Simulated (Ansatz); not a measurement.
The system is BAs.

```xyz
2
Lattice="2.9570 0.0000 0.0000 0.0000 2.9570 0.0000 0.0000 0.0000 2.9570" Properties=species:S:1:pos:R:3 pbc="T T T"
B     1.4785    1.4785    1.4785
As    0.0000    0.0000    0.0000
```

The cell was built by a generator and needn't be a form met in nature.

Program: Ansatz 0.2.0. Alike in all runs: task single point; potentials or basis Ansatz PAW; no spin polarisation; cell as given; k mesh 5 × 5 × 5; smearing fermi-dirac 0.05 eV; the mesh is coarse, so values aren't converged.

Problem. Order these runs on this cell by their pressure, lowest first.
A. level HSE06 form with a typed share of exact exchange; cutoff (eV) 420; screening (1/Å) 0.2; share of exact exchange 0.25
B. level r2SCAN50; cutoff (eV) 500
C. level HSE06 form with a typed share of exact exchange; cutoff (eV) 420; screening (1/Å) 0.2; share of exact exchange 0.4
D. level HSE06 form with a typed share of exact exchange; cutoff (eV) 420; screening (1/Å) 0.2; share of exact exchange 0.05
E. level B3LYP; cutoff (eV) 420

Solution. B (-12.3 GPa), C (-10.5 GPa), A (-8.7 GPa), D (-6.2 GPa), E (-0.4 GPa).

Caveats: all runs use coarse meshes; the PAW data sets come from PBE, with cores solved anew for the run's functional, which leaves a small shift of forces and pressure; the thresholds are loose for stress.
